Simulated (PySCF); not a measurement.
# Pb: equation of state with LDA

Pb:

```xyz
1
Lattice="0.0000 2.4750 2.4750 2.4750 0.0000 2.4750 2.4750 2.4750 0.0000" Properties=species:S:1:pos:R:3 pbc="T T T"
Pb    0.0000    0.0000    0.0000
```

```json
{
  "Program": "PySCF 2.14.0",
  "Task": "equation of state",
  "Functional": "LDA",
  "Potentials or basis": "DZVP-MOLOPT-SR/GTH-PBE (potentials made for PBE)",
  "k mesh": "8 × 8 × 8",
  "Occupations": "fermi-dirac, width 0.05 eV",
  "Spin": "no spin polarisation",
  "Symmetry": "yes",
  "Density cutoff": "58 Ha",
  "Exponents discarded below (exp_to_discard)": "0.02 1/bohr^2",
  "Potentials": "Pb GTH-PBE-q4",
  "Coulomb method": "multigrid"
}
```

```
Equilibrium volume                      : 31.76 Å³/atom
Bulk modulus                            : 44 GPa
Pressure derivative of the bulk modulus : 4.0
```

Energy against volume, from the lowest point:
```tsv
volume (Å³/atom)	energy (meV/atom)
28.503	55.24
29.110	35.27
29.716	20.18
30.323	9.54
30.929	2.94
31.535	0.00
32.142	0.37
```

It took 4.2 min on 4 threads of Intel(R) Xeon(R) Platinum 8488C (Sapphire Rapids), on a shared host.

Caveat: the potentials were made for another functional, which shifts forces and pressure; the basis of atomic orbitals isn't converged, which shifts pressures, moduli and gaps. Spin-orbit coupling is left out, which matters for the levels of Pb.
